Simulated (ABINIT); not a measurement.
A run of ABINIT 10.8.3 (patched build) is set up as follows.

run.abi

```
# Pseudopotentials
pp_dirpath "./"
pseudos "Cd.GGA_PBE-JTH.xml, S.GGA_PBE-JTH.xml"

# Structure
acell 7.7942771716 7.7942771716 7.7942771716
rprim
     0.0000000000     0.7071067812     0.7071067812
     0.7071067812     0.0000000000     0.7071067812
     0.7071067812     0.7071067812     0.0000000000
ntypat 2
znucl 48 16
natom 2
typat 1 2
xred
     0.0000000000     0.0000000000     0.0000000000
     0.7500000000     0.7500000000     0.7500000000

# Plane-wave basis
ecut 653.073270 eV
pawecutdg 46.0

# k points
kptopt 1
ngkpt 5 5 5
nshiftk 1
shiftk 0.0 0.0 0.0

# Exchange and correlation
ixc -497498
usekden 1
pawxcdev 0

# Bands and occupations
nband 13
occopt 3
tsmear 0.00183747

# SCF cycle
nstep 100
tolvrs 1.0e-7

# Output
iomode 3
prtwf 0
prtden 0
prteig 0
prtebands 0
enunit 2
```

Potentials or basis: JTH PAW PBE v2.0.

Launch:

```sh
$ abinit run.abi > log 2>&1
```

(1) Estimate the pressure.

(2) What does it give for the band gap on the k mesh?

Results:

(1) 1.5 GPa.

(2) 1.56 eV, direct.

Caveat: the PAW data sets were made with another functional, which shifts forces and pressure a little.
